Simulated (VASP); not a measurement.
Wanted: the native input for a VASP 6.6.1 run.

```yaml
Task: relaxation of cell and atoms
Functional: PBE
Potentials_or_basis: VASP PAW PBE potentials, release 64 (Re)
Cutoff: 600 eV
k_mesh: 12 × 12 × 8
Occupations: methfessel-paxton, width 0.1 eV
Spin: no spin polarisation
Further_INCAR_settings: ALGO = Normal; EDIFF = 1e-06; IBRION = 2; EDIFFG = -0.01; NSW = 60; ISIF = 3
```

The structure of Re lies in POSCAR:

```
Re
1.0
    2.7700000000      0.0000000000      0.0000000000
   -1.3850000000      2.3988903685      0.0000000000
    0.0000000000      0.0000000000      4.4800000000
Re
2
Direct
    0.3333333333      0.6666666667      0.2500000000
    0.6666666667      0.3333333333      0.7500000000
```

The cell was built by a generator and needn't be a form met in nature.

The input as run:

INCAR

```
SYSTEM = Re
ALGO     = Normal         ! electronic algorithm
EDIFF    = 1E-6           ! SCF threshold, eV
EDIFFG   = -0.01          ! ionic threshold
ENCUT    = 600            ! plane-wave cutoff, eV
GGA      = PE             ! functional
IBRION   = 2              ! ionic algorithm
ISIF     = 3              ! what is computed and relaxed
ISMEAR   = 1              ! smearing method
LASPH    = .TRUE.         ! aspherical terms in the spheres
LCHARG   = .FALSE.        ! write CHGCAR
LREAL    = .FALSE.        ! projectors in reciprocal space
LWAVE    = .FALSE.        ! write WAVECAR
NELM     = 60             ! most SCF steps
NSW      = 60             ! ionic steps
PREC     = Accurate       ! precision mode
SIGMA    = 0.1            ! smearing width, eV
```

KPOINTS

```
k-points
0
G
  12 12 8
  0 0 0
```

Potentials or basis: VASP PAW PBE potentials, release 64 (Re).

The run is started by

```console
$ cat potpaw_PBE.64/Re/POTCAR > POTCAR
$ mpirun -np 1 vasp_std > vasp.out
```

Results of the run:

| Property | Result |
| --- | --- |
| Relaxed volume | 14.93 Å³/atom |
| Relaxed cell | a = 2.773 Å, b = 2.773 Å, c = 4.484 Å, α = 90.00°, β = 90.00°, γ = 120.00° |
| Space group after relaxing (to 0.05 Å) | P6_3/mmc (No. 194) |
| Energy gained by relaxing | 0.2 meV/atom |
| Ionic steps | 3 |
| Pressure after relaxing | 0.0 GPa |
| Band gap on the k mesh | none (metal or under the smearing width) |

It took 44 s on 1 thread of AMD EPYC 9R45 (Zen 5), with other jobs on the host, peak memory 0.16 GiB.
